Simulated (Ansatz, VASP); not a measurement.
# Two plane-wave programs on ZnS

File INCAR:

```
ALGO = Normal
EDIFF = 1E-6
ENCUT = 520
GGA = PE
ISIF = 2
ISMEAR = 0
LASPH = T
LCHARG = T
LELF = T
LREAL = F
LVHAR = T
LWAVE = F
NBANDS = 26
NELM = 100
PREC = Accurate
SIGMA = 0.02
```

The input KPOINTS:

```
k-points
0
Gamma
  9 9 6
```

Contents of POSCAR:

```
ZnS
1.0
    3.8550158175      0.0000000000      0.0000000000
   -1.9275079088      3.3385416299      0.0000000000
    0.0000000000      0.0000000000      6.6800427000
Zn S
2 2
Direct
    0.3333333333      0.6666666667     -0.0401026628
    0.6666666667      0.3333333333      0.4598973372
    0.3333333333      0.6666666667      0.4251026628
    0.6666666667      0.3333333333      0.9251026628
```

Input for Ansatz:

```yaml
crystal:
  lattice:
    - [3.8550158175, 0.0, 0.0]
    - [-1.9275079088, 3.3385416299, 0.0]
    - [0.0, 0.0, 6.6800427]
  atoms:
    - { symbol: Zn, position: [0.3333333333, 0.6666666667, -0.0401026628] }
    - { symbol: Zn, position: [0.6666666667, 0.3333333333, 0.4598973372] }
    - { symbol: S, position: [0.3333333333, 0.6666666667, 0.4251026628] }
    - { symbol: S, position: [0.6666666667, 0.3333333333, 0.9251026628] }
basis:
  ecutwfc: 420
kpoints:
  mp_grid: { grid: [9, 9, 6] }
hamiltonian:
  xc: pbe
scf:
  occupations: { method: gaussian, width: 0.02 }
output:
  forces: true
  stress: true
  eigenvalues: true
```

Alike in both runs: task single point; functional PBE; k mesh 9 × 9 × 6; occupations gaussian, width 0.02 eV; no spin polarisation.

|  | VASP | Ansatz |
| --- | --- | --- |
| version | VASP 6.6.1 | Ansatz 0.2.0 |
| potentials or method | VASP PAW PBE potentials, release 64 (Zn, S) | scalar-relativistic, plane waves, PAW |
| plane-wave cutoff (eV) | 520 | 420 |
| valence electrons in the cell | 36 | 36 |

|  | VASP | Ansatz | Ansatz less VASP |
| --- | --- | --- | --- |
| gap on the k mesh at the Fermi level (eV) | 2.37 | 2.36 | -0.004 |
| least direct gap on the mesh (eV) | 2.37 | 2.36 | -0.004 |
| pressure (GPa) | 2.5 | 2.4 | -0.16 |
| largest component of the traceless stress (GPa) | 3.66 | 3.51 | -0.151 |
| rms of the force components (eV/Å) | 0.220 | 0.216 | -0.0040 |

Atom by atom the forces differ by 0.004 eV/Å (rms over components). The functional is the same, so the differences come from potentials, cutoffs and numerics.

Caveats: an odd mesh through Γ misses points on the zone boundary, where band edges often lie.
